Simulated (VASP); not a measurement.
# C (P6_3/mmc) in VASP: a series of runs

Runs on C. Level: PBE+D3(BJ). Tasks: relaxation of cell and atoms.

Everything below comes from runs of VASP 6.6.1. Logs are shortened: lines on timing, memory, paths and dates and some standing lists are left out, and cuts for length are marked.

### 1 The structure

Symmetry: P6_3/mmc, No. 194, hexagonal system. The conventional cell has a = 2.456 Å, b = 2.456 Å, c = 6.696 Å, α = 90.00°, β = 90.00°, γ = 120.00°. Around C (site symmetry -6m2) lie 3 C at 1.42 Å. Around C (site symmetry -6m2) lie 3 C at 1.42 Å.

### 2 Relaxation of cell and atoms, PBE+D3(BJ)

Contents of INCAR:

```
PREC     = Accurate       # precision mode
ENCUT    = 520            # plane-wave cutoff, eV
EDIFF    = 1E-7           # SCF threshold, eV
ISMEAR   = 0              # smearing method
SIGMA    = 0.02           # smearing width, eV
LREAL    = False          # projectors in reciprocal space
LASPH    = True           # aspherical terms in the spheres
NELM     = 80             # most SCF steps
ALGO     = Fast           # electronic algorithm
ISIF     = 3              # what is computed and relaxed
LWAVE    = False          # write WAVECAR
LCHARG   = False          # write CHGCAR
GGA      = PE             # functional
IVDW     = 12             # dispersion correction
IBRION   = 2              # ionic algorithm
NSW      = 80             # ionic steps
EDIFFG   = -0.002         # ionic threshold
```

Contents of KPOINTS:

```
regular mesh
0
Gamma
  15 15 6
```

Contents of POSCAR:

```
C
1.0
    2.4560000000      0.0000000000      0.0000000000
   -1.2280000000      2.1269583900      0.0000000000
    0.0000000000      0.0000000000      6.6960000000
C
4
Direct
    0.0000000000      0.0000000000      0.7500000000
    0.0000000000      0.0000000000      0.2500000000
    0.3333333300      0.6666666700      0.7500000000
    0.6666666700      0.3333333300      0.2500000000
```

Potentials or basis: VASP PAW PBE potentials, release 64 (C).

On the command line:

```console
> cat potpaw_PBE.64/C/POTCAR > POTCAR
> mpirun -np 1 vasp_std > vasp.out
```

OUTCAR:

```text
PREC = Accurate
   ENCUT = 520
   EDIFF = 1E-7
   ISMEAR = 0
   LREAL = False
   LASPH = True
   NELM = 80
   ISIF = 3
   GGA = PE
   IVDW = 12
   IBRION = 2
   NSW = 80
   EDIFFG = -0.002
 IVDW          = 12

 ion  position               nearest neighbor table
   1  0.000  0.000  0.750-   3 1.42   3 1.42   3 1.42
   2  0.000  0.000  0.250-   4 1.42   4 1.42   4 1.42
   3  0.333  0.667  0.750-   1 1.42   1 1.42   1 1.42
   4  0.667  0.333  0.250-   2 1.42   2 1.42   2 1.42

  LATTYP: Found a hexagonal cell.
 ALAT       =     2.4560000000
 C/A-ratio  =     2.7263843648

  Lattice vectors:

 A1 = (   2.4560000000,   0.0000000000,   0.0000000000)
 A2 = (  -1.2280000000,   2.1269583900,   0.0000000000)
 A3 = (   0.0000000000,   0.0000000000,   6.6960000000)

Analysis of symmetry for initial positions (statically):
=====================================================================
 Subroutine PRICEL returns:
 Original cell was already a primitive cell.

 Routine SETGRP: Setting up the symmetry group for a
 hexagonal supercell.

 Subroutine GETGRP returns: Found 24 space group operations
 (whereof 12 operations were pure point group operations)
 out of a pool of 24 trial point group operations.

The static configuration has the point symmetry D_3d.
 The point group associated with its full space group is D_6h.

Analysis of symmetry for dynamics (positions and initial velocities):
=====================================================================
 Subroutine PRICEL returns:
 Original cell was already a primitive cell.

 Routine SETGRP: Setting up the symmetry group for a
 hexagonal supercell.

 Subroutine GETGRP returns: Found 24 space group operations
 (whereof 12 operations were pure point group operations)
 out of a pool of 24 trial point group operations.

The dynamic configuration has the point symmetry D_3d.
 The point group associated with its full space group is D_6h.

 Subroutine INISYM returns: Found 24 space group operations
 (whereof 12 operations are pure point group operations),
 and found     1 'primitive' translations

----------------------------------------------------------------------------------------

                                     Primitive cell

  volume of cell :      34.9786

  direct lattice vectors                    reciprocal lattice vectors
     2.456000000  0.000000000  0.000000000     0.407166124  0.235077471  0.000000000
    -1.228000000  2.126958390  0.000000000     0.000000000  0.470154943  0.000000000
     0.000000000  0.000000000  6.696000000     0.000000000  0.000000000  0.149342891

  length of vectors
     2.456000000  2.455999999  6.696000000     0.470154942  0.470154943  0.149342891

  position of ions in fractional coordinates (direct lattice)
     0.000000000  0.000000000  0.750000000
     0.000000000  0.000000000  0.250000000
     0.333333330  0.666666670  0.750000000
     0.666666670  0.333333330  0.250000000

  ion indices of the primitive-cell ions
   primitive index   ion index
                 1           1
                 2           2
                 3           3
                 4           4

----------------------------------------------------------------------------------------

 KPOINTS: regular mesh

Automatic generation of k-mesh.
 Grid dimensions read from file:
 generate k-points for:   15   15    6

 Generating k-lattice:

  Cartesian coordinates                     Fractional coordinates (reciprocal lattice)
     0.027144408  0.015671831  0.000000000     0.066666667  0.000000000  0.000000000
     0.000000000  0.031343663  0.000000000     0.000000000  0.066666667  0.000000000
     0.000000000  0.000000000  0.024890482     0.000000000  0.000000000  0.166666667

  Length of vectors
     0.031343663  0.031343663  0.024890482

  Shift w.r.t. Gamma in fractional coordinates (k-lattice)
     0.000000000  0.000000000  0.000000000

 Subroutine IBZKPT returns following result:
 ===========================================

 Found    108 irreducible k-points:

 Following reciprocal coordinates:
            Coordinates               Weight
  0.000000  0.000000  0.000000      1.000000
  0.066667  0.000000  0.000000      6.000000
  0.133333  0.000000  0.000000      6.000000
  0.200000 -0.000000  0.000000      6.000000
  0.266667  0.000000  0.000000      6.000000
  0.333333  0.000000  0.000000      6.000000
[... 16 lines left out ...]
  0.333333  0.200000  0.000000     12.000000
  0.400000  0.200000  0.000000      6.000000
 [... further k-points ...]
   k-points           NKPTS =    108   k-points in BZ     NKDIM =    108   number of bands    NBANDS=     12
   number of dos      NEDOS =    301   number of ions     NIONS =      4
   total plane-waves  NPLWV =  16200
   dimension x,y,z NGX =    18 NGY =   18 NGZ =   50
   dimension x,y,z NGXF=    36 NGYF=   36 NGZF=  100
   ions per type =               4
   NGX,Y,Z   is equivalent  to a cutoff of  12.18, 12.18, 12.41 a.u.
   NGXF,Y,Z  is equivalent  to a cutoff of  24.37, 24.37, 24.83 a.u.
 SYSTEM =  unknown system
   PREC   = accura    normal or accurate (medium, high low for compatibility)
   ISTART =      0    job   : 0-new  1-cont  2-samecut
   ICHARG =      2    charge: 1-file 2-atom 10-const
   ISPIN  =      1    spin polarized calculation?
   LNONCOLLINEAR =      F non collinear calculations
   LSORBIT =      F    spin-orbit coupling
   LASPH  =      T    aspherical Exc in radial PAW
   ENCUT  =  520.0 eV  38.22 Ry    6.18 a.u.   4.57  4.57 12.45*2*pi/ulx,y,z
   NELM   =     80;   NELMIN=  2; NELMDL= -5     # of ELM steps
   EDIFF  = 0.1E-06   stopping-criterion for ELM
   LREAL  =      F    real-space projection
   EDIFFG = -.2E-02   stopping-criterion for IOM
   NSW    =     80    number of steps for IOM
   IBRION =      2    ionic relax: 0-MD 1-quasi-New 2-CG
   NFREE  =      1    steps in history (QN), initial steepest desc. (CG)
   ISIF   =      3    stress and relaxation
   ISYM   =      2    0-nonsym 1-usesym 2-fastsym
   POTIM  = 0.5000    time-step for ionic-motion
   TEBEG  =    0.0;   TEEND  =   0.0 temperature during run
   PSTRESS=    0.0 pullay stress
   NELECT =      16.0000    total number of electrons
   NUPDOWN=      -1.0000    fix difference up-down
   EMIN   =  10.00;   EMAX   =-10.00  energy-range for DOS
   EFERMI =   0.00;   METHOD = LEGACY
   ISMEAR =     0;   SIGMA  =   0.02  broadening in eV -4-tet -1-fermi 0-gaus
   EFERMI_NEDOS =   21; number of points for ismear=-14 and -15
   IALGO  =     68    algorithm
   IMIX   =      4    mixing-type and parameters
     AMIX     =   0.40;   BMIX     =  1.00
     AMIX_MAG =   1.60;   BMIX_MAG =  1.00
  volume/ion in A,a.u.               =       8.74        59.01
  Fermi-wavevector in a.u.,A,eV,Ry     =   1.261384  2.383670 21.648079  1.591089
  Thomas-Fermi vector in A             =   2.394846
   LORBIT       =      0    0 simple, 1 ext, 2 COOP (PROOUT), +10 PAW based schemes
   GGA     = PE    functional components
   LHFCALC =     F    Hartree Fock is set to
   AEXX    =    0.0000 exact exchange contribution
   IVDW    =    12    specifies the selected vdW correction
   LEPSILON=     F    determine dielectric tensor
   LRPA    =     F    only Hartree local field effects (RPA)
 conjugate gradient relaxation of ions
 non-spin polarized calculation
 RMM-DIIS sequential band-by-band and
 Gauss-broadening in eV      SIGMA  =   0.02
  energy-cutoff  :      520.00
  volume of cell :       34.98
 maximum number of plane-waves:       979
   NGX =  9   NGY =  9   NGZ = 25

--------------------------------------- Ionic step        1  -------------------------------------------

 number of electron      15.9999994 magnetization

 Free energy of the ion-electron system (eV)
  ---------------------------------------------------
  ext. energy  EPLUGINS =         0.00000000
  ---------------------------------------------------
  free energy    TOTEN  =       -36.83428545 eV

  energy without entropy =      -36.83410794  energy(sigma->0) =      -36.83419670

------------------------ aborting loop because EDIFF is reached ----------------------------------------

 Edisp (eV)   -0.62732

 E8    (eV) :    -0.1778

  FORCE on cell =-STRESS in cart. coord.  units (eV):
  Direction    XX          YY          ZZ          XY          YZ          ZX
  --------------------------------------------------------------------------------------
  -------------------------------------------------------------------------------------
  Total       1.22601     1.22601     0.01335     0.00000    -0.00000     0.00000
  in kB      56.15682    56.15682     0.61149     0.00000    -0.00000     0.00000
  external pressure =       37.64 kB  Pullay stress =        0.00 kB
[... 233 lines left out ...]
  energy  without entropy=      -37.4665957052  energy(sigma->0) =      -37.46668443

--------------------------------------- Ionic step        7  -------------------------------------------

 number of electron      15.9999994 magnetization

 Free energy of the ion-electron system (eV)
  ---------------------------------------------------
  ext. energy  EPLUGINS =         0.00000000
  ---------------------------------------------------
  free energy    TOTEN  =       -36.84191755 eV

  energy without entropy =      -36.84173860  energy(sigma->0) =      -36.84182807

 E-fermi :   4.6582     XC(G=0): -10.3167

 val. band max:        4.6560470723   @ k =   0.3333   0.3333   0.5000
 cond. band min:       4.6669462966   @ k =   0.3333   0.3333   0.3333
 fundamental gap:      0.0108992243
 Fermi energy:         4.6581506182

 k-point     1 :       0.0000    0.0000    0.0000
  band No.  band energies     occupation
      1     -14.9753      2.00000
      2     -14.6760      2.00000
      3      -3.8372      2.00000
      4      -1.8744      2.00000
      5       1.6452      2.00000
      6       1.6452      2.00000
      7       1.6636      2.00000
      8       1.6636      2.00000
      9       8.9521      0.00000
     10      12.9749      0.00000
     11      12.9749      0.00000
     12      13.0266      0.00000
[... 331 lines left out ...]
 k-point    24 :       0.4000    0.2000    0.0000
  band No.  band energies     occupation
      1      -9.0363      2.00000
      2      -8.9311      2.00000
      3      -8.0131      2.00000
      4      -7.9462      2.00000
      5      -4.1973      2.00000
      6      -4.0947      2.00000
      7       2.7605      2.00000
      8       3.4241      2.00000
      9       6.0187      0.00000
     10       6.1500      0.00000
     11      15.1640      0.00000
     12      15.8226      0.00000

 [... further k-points ...]

------------------------ aborting loop because EDIFF is reached ----------------------------------------

 Edisp (eV)   -0.62488

 E8    (eV) :    -0.1771

  FORCE on cell =-STRESS in cart. coord.  units (eV):
  Direction    XX          YY          ZZ          XY          YZ          ZX
  --------------------------------------------------------------------------------------
  -------------------------------------------------------------------------------------
  Total       0.00678     0.00678     0.00784     0.00000    -0.00000    -0.00000
  in kB       0.30703     0.30703     0.35509     0.00000    -0.00000    -0.00000
  external pressure =        0.32 kB  Pullay stress =        0.00 kB
[... 19 lines left out ...]
  FREE ENERGIE OF THE ION-ELECTRON SYSTEM (eV)
  ---------------------------------------------------
  free  energy   TOTEN  =       -37.4667970195 eV

  energy  without entropy=      -37.4666180771  energy(sigma->0) =      -37.46670755

 reached required accuracy - stopping structural energy minimisation
```

Run time: 65 s. Hardware: 1 thread of Intel Xeon 6975P-C (Granite Rapids), shared host; peak memory 0.18 GiB.

What came out:

```
Free energy                            : -37.4668 eV
Relaxed volume                         : 8.84 Å³/atom
Relaxed cell                           : a = 2.466 Å, b = 2.466 Å, c = 6.713 Å, α = 90.00°, β = 90.00°, γ = 120.00°
Space group after relaxing (to 0.05 Å) : P6_3/mmc (No. 194)
Energy gained by relaxing              : 1.3 meV/atom
Ionic steps                            : 7
Pressure after relaxing                : 0.0 GPa
Band gap on the k mesh                 : none (metal or under the smearing width)
Dispersion energy per atom             : -0.156 eV
```

Step by step:
| step | energy change (eV) | largest force (eV/Å) | pressure (GPa) | volume (Å³) |
| --- | --- | --- | --- | --- |
| 1 | 0.0000 | 0.0000 | 3.76 | 34.98 |
| 2 | 0.0259 | 0.0000 | -8.62 | 36.03 |
| 3 | -0.0051 | 0.0000 | 0.00 | 35.28 |
| 4 | -0.0051 | 0.0000 | 0.08 | 35.27 |
| 5 | -0.0051 | 0.0000 | 0.06 | 35.28 |
| 6 | -0.0052 | 0.0000 | 0.05 | 35.31 |
| 7 | -0.0052 | 0.0000 | 0.03 | 35.36 |

Final structure:
```
CELL_PARAMETERS angstrom
2.46631 0.00000 0.00000
-1.23316 2.13589 0.00000
0.00000 0.00000 6.71343
ATOMIC_POSITIONS crystal
C 0.00000 0.00000 0.75000
C 0.00000 0.00000 0.25000
C 0.33333 0.66667 0.75000
C 0.66667 0.33333 0.25000
```

Levels at points of the mesh, in eV from the Fermi level:
```
           k point  band 4  band 5  band 6  band 7  band 8  band 9  band 10  band 11  band 12
(0.00, 0.00, 0.00)   -6.53   -3.01   -3.01   -2.99   -2.99    4.29     8.32     8.32     8.37
(0.00, 0.00, 0.50)   -7.61   -3.00   -3.00   -3.00   -3.00    6.93     6.93     8.34     8.34
```

### 3 Relaxation of cell and atoms, PBE+D3(BJ)

This run uses another cell than the first one, of 8.84 Å³/atom, 1.011 times its volume.

INCAR is that of step 2.

KPOINTS is that of step 2.

Contents of POSCAR:

```
C                                       
1.0
    2.4663118195     -0.0000000000      0.0000000000
   -1.2331559097      2.1358886876      0.0000000000
    0.0000000000      0.0000000000      6.7134348004
  C             
     4
Direct
     1.0000000000000000    0.0000000000000000    0.7500000000000000
     0.0000000000000000    0.0000000000000000    0.2500000000000000
     0.3333333300000021    0.6666666699999979    0.7500000000000000
     0.6666666699999979    0.3333333300000021    0.2500000000000000
```

Potentials or basis: VASP PAW PBE potentials, release 64 (C).

On the command line:

```console
> cat potpaw_PBE.64/C/POTCAR > POTCAR
> mpirun -np 1 vasp_std > vasp.out
```

It took 24 s on 1 thread of Intel Xeon 6975P-C (Granite Rapids), shared host; peak memory 0.17 GiB.

Results (log left out):

* Free energy: -37.4671 eV
* Pressure after relaxing: 0.0 GPa
* Band gap on the k mesh: none (metal or under the smearing width)
* Dispersion energy per atom: -0.156 eV

Final structure:
```yaml
crystal:
  lattice:
    - [2.46631, 0.00000, 0.00000]
    - [-1.23316, 2.13589, 0.00000]
    - [0.00000, 0.00000, 6.71343]
  atoms:
    - { symbol: C, position: [0.00000, 0.00000, 0.75000] }
    - { symbol: C, position: [0.00000, 0.00000, 0.25000] }
    - { symbol: C, position: [0.33333, 0.66667, 0.75000] }
    - { symbol: C, position: [0.66667, 0.33333, 0.25000] }
```

Levels at points of the mesh, in eV from the Fermi level:
```csv
k point,band 6,band 7,band 8,band 9,band 10,band 11
"(0.00, 0.00, 0.00)",-3.01,-2.99,-2.99,4.29,8.32,8.34
```

Caveat: the relaxation stopped at its first step, so nothing moved.
